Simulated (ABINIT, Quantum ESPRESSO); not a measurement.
An ABINIT input for a self-consistent single point of BaSnO3 (Pm-3m, 5 atoms in the cell) (DFT, PBE, plane waves, norm-conserving pseudopotentials (PseudoDojo nc-sr-05 PBE standard)):

```
# BaSnO3, PseudoDojo nc-sr-05 PBE standard
pp_dirpath "./"
pseudos "Ba.upf, Sn.upf, O.upf"
acell 3*1.0
rprim
         7.6711202152    0.0000000000    0.0000000000
         0.0000000000    7.6711202152    0.0000000000
         0.0000000000    0.0000000000    7.6711202152
natom 5
ntypat 3
znucl 56 50 8
typat 1 2 3 3 3
xred
         0.5000000000    0.5000000000    0.5000000000
         0.0000000000    0.0000000000    0.0000000000
         0.0000000000    0.5000000000    0.0000000000
         0.5000000000    0.0000000000    0.0000000000
         0.0000000000    0.0000000000    0.5000000000
ecut 42 Ha
occopt 3
tsmear 0.00183747
nband 28
kptopt 1
ngkpt 4 4 4
nshiftk 1
shiftk 0 0 0
nstep 50
tolvrs 1.0e-12
prtwf 0
prtden 0
prtvol 1
```

Problem. Give the Quantum ESPRESSO input for the same structure, mesh, smearing and functional.

Solution. This is the input that was run; spellings and numerical settings could be chosen otherwise.

```fortran
&control
   calculation = 'scf',
   prefix = 'basno3',
   outdir = './out',
   pseudo_dir = './',
   tprnfor = .true.,
   tstress = .true.,
/
&system
   ibrav = 0,
   nat = 5,
   ntyp = 3,
   ecutwfc = 40,
   ecutrho = 200,
   occupations = 'smearing',
   smearing = 'fermi-dirac',
   degauss = 0.0036749,
/
&electrons
   conv_thr = 1.0d-10,
/
ATOMIC_SPECIES
Ba   137.3270  ba_pbe_v1.uspp.F.UPF
Sn   118.7100  sn_pbe_v1.4.uspp.F.UPF
O     15.9990  o_pbe_v1.2.uspp.F.UPF
ATOMIC_POSITIONS crystal
Ba    0.50000000    0.50000000    0.50000000
Sn    0.00000000    0.00000000    0.00000000
O     0.00000000    0.50000000    0.00000000
O     0.50000000    0.00000000    0.00000000
O     0.00000000    0.00000000    0.50000000
K_POINTS automatic
4 4 4  0 0 0
CELL_PARAMETERS angstrom
   4.05938200     0.00000000     0.00000000
   0.00000000     4.05938200     0.00000000
   0.00000000     0.00000000     4.05938200
```

Basis settings and potentials, where a program has them, do not carry over. This input uses DFT, PBE, plane waves, GBRV 1.5 ultrasoft (PBE) pseudopotentials.

The starting cell comes from a database of computed structures (which also holds hypothetical and non-ambient phases and stackings), without a prior relaxation at this level. Its lattice was rescaled by a random factor within 2.5 % of one. For this run, on top of that: lattice scaled by 0.98.
